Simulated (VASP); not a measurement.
Set up this calculation in VASP 6.6.1, as the native input.

```yaml
Task: density of states
Functional: PBE
Potentials_or_basis: VASP PAW PBE potentials, release 64 (Te, Pt)
Cutoff: 520 eV
k_mesh: 12 × 12 × 7
Occupations: methfessel-paxton, width 0.1 eV
Spin: no spin polarisation
k_mesh_for_the_DOS: 18 × 18 × 11
Occupations_for_the_DOS: tetrahedron
Further_INCAR_settings: ALGO = Fast; EDIFF = 1e-07
```

Crystal: Te2Pt (Moncheite).

```xyz
3
Lattice="4.0506 0.0000 0.0000 -2.0253 3.5079 0.0000 0.0000 0.0000 5.0784" Properties=species:S:1:pos:R:3 pbc="T T T"
Te    0.0000    2.3386    1.3597
Te    2.0253    1.1693    3.7188
Pt    0.0000    0.0000    0.0000
```

These files were run (other wordings do the same):

POSCAR

```
Te2Pt                                   
1.0
    4.0505954752     -0.0000000000      0.0000000000
   -2.0252977376      3.5079185821     -0.0000000000
    0.0000000000      0.0000000000      5.0784468825
  Te              Pt            
     2     1
Direct
     0.3333333332999970    0.6666666667000030    0.2677311645171889
     0.6666666667000030    0.3333333332999970    0.7322688354828112
     0.0000000000000000    0.0000000000000000    0.0000000000000000
```

INCAR.step1

```
  ALGO = Fast
  EDIFF = 1E-7
  ENCUT = 520
  GGA = PE
  ISIF = 2
  ISMEAR = 1
  KPAR = 4
  LASPH = T
  LCHARG = T
  LMAXMIX = 4
  LREAL = F
  LWAVE = F
  NELM = 80
  PREC = Accurate
  SIGMA = 0.1
```

KPOINTS.step1

```
k-points
0
Gamma
  12 12 7
```

INCAR.step2

```
  ALGO = Fast
  EDIFF = 1E-7
  ENCUT = 520
  GGA = PE
  ICHARG = 11
  ISIF = 2
  ISMEAR = -5
  KPAR = 4
  LASPH = T
  LCHARG = F
  LMAXMIX = 4
  LORBIT = 11
  LREAL = F
  LWAVE = F
  NEDOS = 2001
  NELM = 80
  PREC = Accurate
  SIGMA = 0.1
```

KPOINTS.step2

```
k-points
0
Gamma
  18 18 11
```

Potentials or basis: VASP PAW PBE potentials, release 64 (Te, Pt).

Command:

```bash
$ cat potpaw_PBE.64/Te/POTCAR potpaw_PBE.64/Pt/POTCAR > POTCAR
$ cp INCAR.step1 INCAR
$ cp KPOINTS.step1 KPOINTS
$ mpirun -np 4 vasp_std > vasp.out
$ cp INCAR.step2 INCAR
$ cp KPOINTS.step2 KPOINTS
$ mpirun -np 4 vasp_std > vasp.out
```

Results of the run:

| Property | Result |
| --- | --- |
| Valence electrons inside the program's atomic spheres | Te 3.33; Pt 9.38 |

It took 54 s on 4 MPI ranks on AMD EPYC 9R45 (Zen 5), with other jobs on the host, peak memory 0.47 GiB a rank.
